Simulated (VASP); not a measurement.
# Ag (Im-3m) in VASP: notebook

The runs below take Ag through single point, with r2SCAN.

Everything below comes from runs of VASP 6.6.1. Logs are shortened: lines on timing, memory, paths and dates and some standing lists are left out, and cuts for length are marked.

### Step 1. Starting point

It takes space group Im-3m (No. 229, cubic). Conventional cell: a = 3.311 Å, b = 3.311 Å, c = 3.311 Å, α = 90.00°, β = 90.00°, γ = 90.00°. Around Ag (site symmetry m-3m) lie 8 Ag at 2.87 Å.

This isn't the form of Ag at room conditions, which is fcc.

### Step 2. Single point, r2SCAN

INCAR reads:

```
SYSTEM = Ag
PREC     = Accurate       ! precision mode
ENCUT    = 300            ! plane-wave cutoff, eV
EDIFF    = 1E-6           ! SCF threshold, eV
ISMEAR   = 1              ! smearing method
SIGMA    = 0.1            ! smearing width, eV
LREAL    = .False.        ! projectors in reciprocal space
LASPH    = .True.         ! aspherical terms in the spheres
NELM     = 100            ! most SCF steps
ALGO     = Normal         ! electronic algorithm
ISIF     = 2              ! what is computed and relaxed
LWAVE    = .False.        ! write WAVECAR
LCHARG   = .False.        ! write CHGCAR
METAGGA  = R2SCAN         ! meta-GGA
LMIXTAU  = .True.       
ADDGRID  = .False.
```

KPOINTS reads:

```
regular mesh
0
Gamma
  12 12 12
  0 0 0
```

POSCAR reads:

```
Ag
1.0
   -1.6556540000      1.6556540000      1.6556540000
    1.6556540000     -1.6556540000      1.6556540000
    1.6556540000      1.6556540000     -1.6556540000
Ag
1
Direct
    0.0000000000      0.0000000000      0.0000000000
```

Potentials or basis: VASP PAW PBE potentials, release 64 (Ag).

Launch:

```bash
> cat potpaw_PBE.64/Ag/POTCAR > POTCAR
> mpirun -np 1 vasp_std > vasp.out
```

OUTCAR:

```text
SYSTEM = Ag
   PREC = Accurate
   ENCUT = 300
   EDIFF = 1E-6
   ISMEAR = 1
   LREAL = .False.
   LASPH = .True.
   NELM = 100
   ISIF = 2
   METAGGA = R2SCAN

 Found     72 irreducible k-points:

 Following reciprocal coordinates:
            Coordinates               Weight
  0.000000  0.000000  0.000000      1.000000
  0.083333  0.000000  0.000000     12.000000
  0.166667  0.000000  0.000000     12.000000
  0.250000  0.000000  0.000000     12.000000
  0.333333  0.000000  0.000000     12.000000
  0.416667  0.000000  0.000000     12.000000
   k-points           NKPTS =     72   k-points in BZ     NKDIM =     72   number of bands    NBANDS=      9
   number of dos      NEDOS =    301   number of ions     NIONS =      1
   total plane-waves  NPLWV =   4096
   dimension x,y,z NGX =    16 NGY =   16 NGZ =   16
   dimension x,y,z NGXF=    32 NGYF=   32 NGZF=   32
   ions per type =               1
   NGX,Y,Z   is equivalent  to a cutoff of   9.28,  9.28,  9.28 a.u.
   NGXF,Y,Z  is equivalent  to a cutoff of  18.55, 18.55, 18.55 a.u.
 SYSTEM =  Ag
   PREC   = accura    normal or accurate (medium, high low for compatibility)
   ISTART =      0    job   : 0-new  1-cont  2-samecut
   ICHARG =      2    charge: 1-file 2-atom 10-const
   ISPIN  =      1    spin polarized calculation?
   LNONCOLLINEAR =      F non collinear calculations
   LSORBIT =      F    spin-orbit coupling
   LASPH  =      T    aspherical Exc in radial PAW
   ENCUT  =  300.0 eV  22.05 Ry    4.70 a.u.   4.05  4.05  4.05*2*pi/ulx,y,z
   NELM   =    100;   NELMIN=  2; NELMDL= -5     # of ELM steps
   EDIFF  = 0.1E-05   stopping-criterion for ELM
   LREAL  =      F    real-space projection
   EDIFFG = 0.1E-04   stopping-criterion for IOM
   NSW    =      0    number of steps for IOM
   IBRION =     -1    ionic relax: 0-MD 1-quasi-New 2-CG
   NFREE  =      0    steps in history (QN), initial steepest desc. (CG)
   ISIF   =      2    stress and relaxation
   ISYM   =      2    0-nonsym 1-usesym 2-fastsym
   POTIM  = 0.5000    time-step for ionic-motion
   TEBEG  =    0.0;   TEEND  =   0.0 temperature during run
   PSTRESS=    0.0 pullay stress
   NELECT =      11.0000    total number of electrons
   NUPDOWN=      -1.0000    fix difference up-down
   EMIN   =  10.00;   EMAX   =-10.00  energy-range for DOS
   EFERMI =   0.00;   METHOD = LEGACY
   ISMEAR =     1;   SIGMA  =   0.10  broadening in eV -4-tet -1-fermi 0-gaus
   EFERMI_NEDOS =   21; number of points for ismear=-14 and -15
   IALGO  =     38    algorithm
   IMIX   =      4    mixing-type and parameters
     AMIX     =   0.40;   BMIX     =  1.00
     AMIX_MAG =   1.60;   BMIX_MAG =  1.00
  volume/ion in A,a.u.               =      18.15       122.51
  Fermi-wavevector in a.u.,A,eV,Ry     =   1.385318  2.617871 26.111022  1.919106
  Thomas-Fermi vector in A             =   2.509739
   LORBIT       =      0    0 simple, 1 ext, 2 COOP (PROOUT), +10 PAW based schemes
   METAGGA = R2SCAN    functional components
   LHFCALC =     F    Hartree Fock is set to
   AEXX    =    0.0000 exact exchange contribution
   IVDW    =     0    specifies the selected vdW correction
   LEPSILON=     F    determine dielectric tensor
   LRPA    =     F    only Hartree local field effects (RPA)
 non-spin polarized calculation
 Methfessel and Paxton  Order N= 1 SIGMA  =   0.10
  energy-cutoff  :      300.00
  volume of cell :       18.15
 maximum number of plane-waves:       236
   NGX =  7   NGY =  7   NGZ =  7

 number of electron      11.0000015 magnetization

 Free energy of the ion-electron system (eV)
  ---------------------------------------------------
  ext. energy  EPLUGINS =         0.00000000
  ---------------------------------------------------
  free energy    TOTEN  =       -21.31786952 eV

  energy without entropy =      -21.31891969  energy(sigma->0) =      -21.31821957

 E-fermi :   7.7034     XC(G=0): -12.5382

 val. band max:        7.5687066844   @ k =  -0.3333   0.4167   0.1667
 cond. band min:       7.7543112367   @ k =   0.5000   0.0000   0.0000
 fundamental gap:      0.1856045523
 Fermi energy:         7.7034253763

 k-point     1 :       0.0000    0.0000    0.0000
  band No.  band energies     occupation
      1       0.1089      2.00000
      2       2.5853      2.00000
      3       2.5853      2.00000
      4       2.5853      2.00000
      5       3.8083      2.00000
      6       3.8083      2.00000
      7      26.0561      0.00000
      8      26.0561      0.00000
      9      26.0561      0.00000

 k-point     2 :       0.0833    0.0000    0.0000
  band No.  band energies     occupation
      1       0.3325      2.00000
      2       2.5341      2.00000
      3       2.5957      2.00000
      4       2.7070      2.00000
      5       3.7548      2.00000
      6       3.8118      2.00000
      7      25.3344      0.00000
      8      25.9258      0.00000
      9      26.1744      0.00000

 k-point     3 :       0.1667    0.0000    0.0000
  band No.  band energies     occupation
      1       0.9265      2.00000
      2       2.3972      2.00000
      3       2.6661      2.00000
      4       3.0529      2.00000
      5       3.6561      2.00000
      6       3.8238      2.00000
      7      22.9011      0.00000
      8      25.0384      0.00000
      9      26.4797      0.00000

 k-point     4 :       0.2500    0.0000    0.0000
  band No.  band energies     occupation
      1       1.4517      2.00000
      2       2.2157      2.00000
      3       3.1742      2.00000
      4       3.5603      2.00000
      5       3.6214      2.00000
      6       3.8460      2.00000
      7      19.5718      0.00000
      8      23.6031      0.00000
      9      25.7004      0.00000

 k-point     5 :       0.3333    0.0000    0.0000
  band No.  band energies     occupation
      1       1.4599      2.00000
      2       2.0402      2.00000
      3       3.6663      2.00000
      4       3.8750      2.00000
      5       4.1174      2.00000
      6       4.5744      2.00000
      7      16.2069      0.00000
      8      22.3457      0.00000
      9      23.8239      0.00000

 k-point     6 :       0.4167    0.0000    0.0000
  band No.  band energies     occupation
      1       1.3206      2.00000
      2       1.9152      2.00000
      3       3.7296      2.00000
      4       3.9008      2.00000
      5       4.5651      2.00000
      6       6.4573      2.00000
      7      13.1937      0.00000
      8      21.5300      0.00000
      9      22.5591      0.00000

 [... further k-points ...]

------------------------ aborting loop because EDIFF is reached ----------------------------------------

  FORCE on cell =-STRESS in cart. coord.  units (eV):
  Direction    XX          YY          ZZ          XY          YZ          ZX
  --------------------------------------------------------------------------------------
  -------------------------------------------------------------------------------------
  Total       -0.3801415     -0.3801415     -0.3801415      0.0000000      0.0000000      0.0000000
  in kB      -33.5495805    -33.5495805    -33.5495805      0.0000000      0.0000000      0.0000000
  external PRESSURE =     -33.5495805 kB  Pullay stress =       0.0000000 kB

 VOLUME and BASIS-vectors are now :
 -----------------------------------------------------------------------------
  energy-cutoff  :      300.00
  volume of cell :       18.15
      direct lattice vectors                 reciprocal lattice vectors
    -1.655654000  1.655654000  1.655654000     0.000000000  0.301995465  0.301995465
     1.655654000 -1.655654000  1.655654000     0.301995465  0.000000000  0.301995465
     1.655654000  1.655654000 -1.655654000     0.301995465  0.301995465  0.000000000

 POSITION                                       TOTAL-FORCE (eV/Angst)
 -----------------------------------------------------------------------------------
      0.00000      0.00000      0.00000         0.000000      0.000000     -0.000000
 -----------------------------------------------------------------------------------
    total drift:                                0.000000      0.000000     -0.000000

  FREE ENERGIE OF THE ION-ELECTRON SYSTEM (eV)
  ---------------------------------------------------
  free  energy   TOTEN  =       -21.3178695150 eV

  energy  without entropy=      -21.3189196915  energy(sigma->0) =      -21.31821957
```

Run time: 8.5 s. Hardware: 1 thread of Intel Xeon 6975P-C (Granite Rapids), shared host; peak memory 0.12 GiB.

These settings aren't checked as converged: the numbers below hold their error.

Results:

```
Free energy            : -21.3179 eV
Pressure               : -3.4 GPa
Band gap on the k mesh : none (metal or under the smearing width)
```

Caveat: the cutoff is under 1.25 times the usual one of these potentials, so pressure, stress and relaxed cells hold a basis-set (Pulay) error; the PAW data sets were made with another functional, which shifts forces and pressure a little.

### Step 3. Single point, r2SCAN

Edit INCAR of step 2 so:

```diff
@@ -2,3 +2,3 @@
 PREC     = Accurate       ! precision mode
-ENCUT    = 300            ! plane-wave cutoff, eV
+ENCUT    = 700            ! plane-wave cutoff, eV
 EDIFF    = 1E-6           ! SCF threshold, eV
```

KPOINTS reads:

```
regular mesh
0
Gamma
  8 8 8
  0 0 0
```

POSCAR is that of step 2.

Potentials or basis: VASP PAW PBE potentials, release 64 (Ag).

Launch:

```bash
> cat potpaw_PBE.64/Ag/POTCAR > POTCAR
> mpirun -np 1 vasp_std > vasp.out
```

It took 19 s on 1 thread of Intel Xeon 6975P-C (Granite Rapids), shared host; peak memory 0.17 GiB.

The run converged, but some of its settings lie outside the range that counts as converged, so its numbers aren't taken as properties of the crystal.

What came out:

```yaml
Free_energy: -21.2638 eV
Pressure: -3.3 GPa
Band_gap_on_the_k_mesh: none (metal or under the smearing width)
```

Caveat: the PAW data sets were made with another functional, which shifts forces and pressure a little.

### Step 4. The reference run

An earlier run on the cell as given: functional PBE; potentials or basis VASP PAW PBE potentials, release 64 (Ag); cutoff 520 eV; k mesh 11 × 11 × 11; occupations fermi-dirac, width 0.05 eV; no spin polarisation.

* Pressure: -0.9 GPa
* Band gap on the k mesh: none (metal or under the smearing width)
